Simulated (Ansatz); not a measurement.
AlCu$_{3}$ under pressure

Computed with DFT PBEsol, scalar-relativistic, plane waves, PAW in Ansatz. (420 eV cutoff, 8×8×8 k-mesh, Gaussian smearing of 0.10 eV, no spin polarisation)

Starting point, cell and atoms relaxed:

```
CELL_PARAMETERS angstrom
4.17564 0.00000 0.00000
0.00000 5.11832 0.00000
0.00000 0.00000 4.47272
ATOMIC_POSITIONS crystal
Al 0.00000 0.00000 0.66423
Al 0.50000 0.50000 0.33577
Cu 0.00000 0.50000 0.66808
Cu 0.50000 0.00000 0.33192
Cu 0.00000 0.25102 0.16391
Cu 0.00000 0.74898 0.16391
Cu 0.50000 0.24898 0.83609
Cu 0.50000 0.75102 0.83609
```

Cell and atoms are relaxed at each pressure within the symmetry of the start, at zero temperature, so transitions that lower the symmetry aren't seen. The k-mesh given is that at zero pressure and may differ at others. a, b and c are the lengths of the cell vectors above. ΔH is E + PV over the energy at zero pressure.

```
P (GPa) V (Å³/atom) V/V0  a (Å) b (Å) c (Å)  ΔH (eV/atom)
     -3        12.20  1.021  4.203  5.155  4.504        -0.226
      0        11.95  1.000  4.176  5.118  4.473         0.000
      3        11.73  0.981  4.150  5.086  4.445         0.222
      8            ?      ?      ?      ?      ?             ?
     15            ?      ?      ?      ?      ?             ?
     30        10.38  0.868  3.987  4.882  4.265         2.072
```

Question: What stands in the row for 8 GPa?

Answer: V 11.40 Å³/atom; V/V0 0.954; a 4.113 Å; b 5.037 Å; c 4.403 Å; ΔH 0.582 eV/atom.

Question: What stands in the row for 15 GPa?

Answer: V 11.02 Å³/atom; V/V0 0.922; a 4.067 Å; b 4.977 Å; c 4.354 Å; ΔH 1.072 eV/atom.